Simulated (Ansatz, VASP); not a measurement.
## One calculation of HfN, two programs

```xyz
2
Lattice="0.0000 2.2407 2.2407 2.2407 0.0000 2.2407 2.2407 2.2407 0.0000" Properties=species:S:1:pos:R:3 pbc="T T T"
Hf    0.0000    0.0000    0.0000
N     2.2407    2.2407    2.2407
```

Change from the starting cell: volume scaled by 0.98.

Alike in both runs: task single point; functional PBE; k mesh 16 × 16 × 16; occupations fermi-dirac, width 0.05 eV; no spin polarisation.

|  | VASP | Ansatz |
| --- | --- | --- |
| version | VASP 6.6.1 | Ansatz 0.2.0 |
| potentials or method | VASP PAW PBE potentials, release 64 (Hf_pv, N), cutoff 520 eV | all-electron LAPW, scalar-relativistic |

|  | VASP | Ansatz | Ansatz less VASP |
| --- | --- | --- | --- |
| pressure (GPa) | 10.3 | 12.8 | +2.53 |

Ansatz ran all-electron here, so the differences hold the error of VASP's frozen core and of both bases.

The runs have no spin-orbit coupling, so splittings on Hf are missing.
